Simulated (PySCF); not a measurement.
**Substituent effects on chemical shifts**

Parent skeleton `[cH:1]1[cH:2][cH:3][n:4][cH:5][cH:6]1`; one hydrogen on atom 1 is replaced by X. Hydrogens on one atom are averaged.

Calculated, not measured (PySCF): GIAO PBE0/pcSseg-1 shieldings, coordinates at the GFN2-xTB level. Rapidly exchanging positions averaged, single conformer, no solvent, non-relativistic.

Shifts are taken against calculated references (same method and geometry level): $^{13}$C (σ = 186.93 ppm) and $^{1}$H (σ = 31.72 ppm) against TMS; NH3 for $^{15}$N (σ = 267.73 ppm).

Parent (X = H): C1 141.4, C2/C6 128.5, C3/C5 156.1, N4 361.9, H(C2)/H(C6) 7.42, H(C3)/H(C5) 9.00 ppm. Effects are Δδ = δ(X) − δ(H), positive for deshielding.

Task: Give Δδ (ppm) for X = Ph, CH2NH2, ethynyl, SCH3.

Result: 
```tsv
X	SMILES	C1	C2/C6	C3/C5	N4	H(C2)/H(C6)	H(C3)/H(C5)
Ph	c1ccc(-c2ccncc2)cc1	+14.5	-1.3	+0.2	-6.3	+0.09	+0.06
CH2NH2	NCc1ccncc1	+19.3	-1.8	+0.8	-6.1	-0.21	-0.04
ethynyl	C#Cc1ccncc1	-6.7	+3.7	-0.2	+1.8	+0.13	+0.00
SCH3	CSc1ccncc1	+17.2	-5.9	-1.1	-19.6	-0.42	-0.26
```

Task: Which position responds most, and to which substituents?

Result: C1: from -6.7 ppm with ethynyl to +19.3 ppm with CH2NH2.

Experimental scales use liquid or dissolved standards, which lie at an offset from isolated NH3 (liquid NH3: subtract about 20 ppm). Unscaled 15N shifts of sp2 nitrogen come out 20 to 40 ppm too high even then.
